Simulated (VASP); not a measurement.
# SiC: relaxation of cell and atoms with PBE

The system is SiC.

```
Si C
1.0
     0.00000    2.17900    2.17900
     2.17900    0.00000    2.17900
     2.17900    2.17900    0.00000
Si C
1 1
Direct
  0.00000 0.00000 0.00000
  0.25000 0.25000 0.25000
```

| Quantity | Value |
| --- | --- |
| Program | VASP 6.6.1 |
| Task | relaxation of cell and atoms |
| Functional | PBE |
| Potentials or basis | VASP PAW PBE potentials, release 64 (Si, C) |
| Cutoff | 600 eV |
| k mesh | 10 × 10 × 10 |
| Occupations | gaussian, width 0.02 eV |
| Spin | no spin polarisation |
| Further INCAR settings | ALGO = Normal; EDIFF = 1e-07; IBRION = 2; EDIFFG = -0.004; NSW = 80; ISIF = 3 |

```
Relaxed volume                         : 10.49 Å³/atom
Relaxed cell                           : a = 3.096 Å, b = 3.096 Å, c = 3.096 Å, α = 60.00°, β = 60.00°, γ = 60.00°
Space group after relaxing (to 0.05 Å) : F-43m (No. 216)
Energy gained by relaxing              : 1.4 meV/atom
Ionic steps                            : 3
Pressure after relaxing                : 0.0 GPa
Band gap on the k mesh                 : 1.37 eV, indirect (least direct gap 4.53 eV)
```

The path:
| step | energy change (eV) | largest force (eV/Å) | pressure (GPa) | volume (Å³) |
| --- | --- | --- | --- | --- |
| 1 | 0.0000 | 0.0000 | 3.07 | 20.69 |
| 2 | 0.0001 | 0.0000 | -2.98 | 21.29 |
| 3 | -0.0028 | 0.0000 | 0.00 | 20.99 |

Final structure:
```yaml
crystal:
  lattice:
    - [0.00000, 2.18925, 2.18925]
    - [2.18925, 0.00000, 2.18925]
    - [2.18925, 2.18925, 0.00000]
  atoms:
    - { symbol: Si, position: [0.00000, 0.00000, 0.00000] }
    - { symbol: C, position: [0.25000, 0.25000, 0.25000] }
```

Levels at points of the mesh, in eV from the valence-band top:
```tsv
k point	band 1	band 2	band 3	band 4	band 5	band 6	band 7	band 8
(0.00, 0.00, 0.00)	-15.29	0.00	0.00	0.00	6.07	7.21	7.21	7.21
(0.50, 0.00, 0.00)	-11.78	-8.46	-1.05	-1.05	5.31	7.17	7.17	9.98
(0.50, 0.50, 0.00)	-10.34	-7.75	-3.16	-3.16	1.37	4.27	13.87	13.87
```

Run time: 28 s on 1 thread of Intel(R) Xeon(R) Platinum 8488C (Sapphire Rapids), with other jobs on the host, peak memory 0.15 GiB.

A k mesh can miss the band edges. PBE usually gives volumes a little too large and moduli too small.
